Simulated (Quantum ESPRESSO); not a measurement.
Crystal: Pt.

```
Pt
1.0
    -1.70655    1.70655    1.70655
     1.70655   -1.70655    1.70655
     1.70655    1.70655   -1.70655
Pt
1
Direct
  0.00000 0.00000 0.00000
```

This isn't the form of Pt at room conditions, which is fcc.

The cell isn't the ideal one: volume scaled by 1.25.

* Program: Quantum ESPRESSO 7.5
* Task: phonons
* Functional: revPBE
* Potentials or basis: PseudoDojo 0.4 SR PBE stringent
* Cutoff: 1143 eV
* Density cutoff: 4572 eV
* k mesh: 10 × 10 × 10
* Occupations: methfessel-paxton, width 0.136 eV
* Spin: no spin polarisation
* Mixing beta: 0.5
* Most SCF iterations: 120
* SCF threshold: 2e-10 Ry
* Startingwfc: random

At N the frequencies are 14 49 57 cm⁻¹, at a pressure of -27.0 GPa.

How do the modes respond when the cell is scaled evenly, at fixed shape?

The highest mode has a Grüneisen parameter of 10.89 and moves by +13.2 cm⁻¹ per GPa. None of the listed modes softens on compression. The pressures give a bulk modulus of about 47 GPa.

Frequencies at 99 % and 101 % of the volume (pressures -26.5 and -27.5 GPa), ions relaxed:
| mode | 99 % (cm⁻¹) | 101 % (cm⁻¹) | Grüneisen parameter |
| --- | --- | --- | --- |
| 2 | 51.8 | 45.8 | 6.17 |
| 3 | 63.3 | 50.9 | 10.89 |

Modes are matched by their order; those that don't vary smoothly over the three volumes are left out.

Caveat: the mesh is thin for the phonons of a metal; the potentials were made for another functional, which shifts forces and pressure; the cell is more than 3 GPa from zero pressure, which shifts response properties.
